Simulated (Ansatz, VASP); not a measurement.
## Two plane-wave programs on Nb

The input INCAR:

```
PREC = Accurate ; ENCUT = 520
EDIFF = 1E-6 ; ISMEAR = -1
SIGMA = 0.1 ; LREAL = False
LASPH = True ; NELM = 60
ALGO = Normal ; ISIF = 2
LWAVE = False ; LCHARG = False
GGA = B5 ; ALDAX = 1.0
AGGAX = 1.0 ; AGGAC = 1.0
ALDAC = 0.0 ; NBANDS = 20
```

KPOINTS

```
Automatic mesh
0
Gamma
  14 14 7
```

The input POSCAR:

```
Nb
1.0
    2.9709638712      0.0000000000      0.0000000000
   -1.4854819356      2.5729301862      0.0000000000
    0.0000000000      0.0000000000      5.4944986860
Nb
2
Direct
    0.3333333333      0.6666666667      0.2500000000
    0.6666666667      0.3333333333      0.7500000000
```

Input for Ansatz:

```yaml
crystal:
  lattice:
    - [2.9709638712, 0.0, 0.0]
    - [-1.4854819356, 2.5729301862, 0.0]
    - [0.0, 0.0, 5.494498686]
  atoms:
    - { symbol: Nb, position: [0.3333333333, 0.6666666667, 0.25] }
    - { symbol: Nb, position: [0.6666666667, 0.3333333333, 0.75] }
hamiltonian:
  xc: blyp
  pseudopotentials:
    kind: paw
    azcp:
      Nb: "pseudopotentials/Nb.paw.azcp"
basis:
  ecutwfc: 420
  fft_grid_basis: typed
kpoints:
  mp_grid: { grid: [14, 14, 7], shift: [0, 0, 0] }
magnetization:
  spin_polarized: false
scf:
  occupations: { method: fermi_dirac, width: 0.1 }
  lower_state_search: "off"
output:
  stress: true
```

Alike in both runs: task single point; functional BLYP; k mesh 14 × 14 × 7; occupations fermi-dirac, width 0.1 eV; no spin polarisation.

|  | VASP | Ansatz |
| --- | --- | --- |
| version | VASP 6.6.1 | Ansatz 0.2.0 |
| potentials or method | VASP PAW PBE potentials, release 64 (Nb_sv) | plane waves (420 eV) with PAW, scalar-relativistic |
| plane-wave cutoff (eV) | 520 | 420 |
| valence electrons in the cell | 26 | 26 |

```csv
,VASP,Ansatz,Ansatz less VASP
pressure (GPa),-9.9,-9.8,+0.05
largest component of the traceless stress (GPa),1.17,1.16,-0.017
```

Caveats: the PAW data sets were made with another functional, which shifts forces and pressure a little (VASP).
